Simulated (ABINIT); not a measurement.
A run of ABINIT 10.8.3 (patched build) is set up as follows.

run.abi

```
# Datasets: one volume each
ndtset 7
getwfk -1
scalecart1 3*0.9795861087
scalecart2 3*0.9864848297
scalecart3 3*0.9932883884
scalecart4 3*1.0000000000
scalecart5 3*1.0066227096
scalecart6 3*1.0131594038
scalecart7 3*1.0196128224

# Pseudopotentials
pp_dirpath "./"
pseudos "Al.upf"

# Structure
acell 5.4112434042 5.4112434042 5.4112434042
rprim
     0.0000000000     0.7071067812     0.7071067812
     0.7071067812     0.0000000000     0.7071067812
     0.7071067812     0.7071067812     0.0000000000
ntypat 1
znucl 13
natom 1
typat 1
xred
     0.0000000000     0.0000000000     0.0000000000

# Plane-wave basis
ecut 20.0

# k points
kptopt 1
ngkpt 11 11 11
nshiftk 1
shiftk 0.0 0.0 0.0

# Exchange and correlation
ixc 14

# Bands and occupations
nband 6
occopt 3
tsmear 0.00183747

# SCF cycle
nstep 100
tolvrs 1.0e-10

# Output
iomode 3
prtwf 1
prtden 0
prteig 0
prtebands 0
```

Potentials or basis: PseudoDojo NC SR PBE v0.4.1 standard.

Command:

```console
$ abinit run.abi > log 2>&1
```

Task: Estimate the bulk modulus.

Result: 79 GPa.

Task: Estimate the equilibrium volume.

Result: 16.48 Å³/atom.

Task: Estimate the pressure derivative of the bulk modulus.

Result: 4.5.

Energy against volume, from the lowest point:
```
volume (Å³/atom)  energy (meV/atom)
          15.607              12.46
          15.939               4.48
          16.271               0.46
          16.603               0.00
          16.935               2.72
          17.267               8.30
          17.599              16.42
```

Caveat: pressures at fixed basis lie under the slope of the energies; the potentials were made for another functional, which shifts forces and pressure.

**What was measured.**

“The interpretation of polycrystalline coherent inelastic neutron scattering from aluminium”, 2013, pmc:3831299 quotes, for a bulk crystal of Al: bulk modulus 76.9 GPa.

A measured bulk modulus of Al is 76.9 GPa (quoted in “The interpretation of polycrystalline coherent inelastic neutron scattering from aluminium”, 2013, pmc:3831299); the calculated 79 GPa misses it by +3.1 %. The fit is for a static lattice scaled at fixed shape and fixed fractional positions.
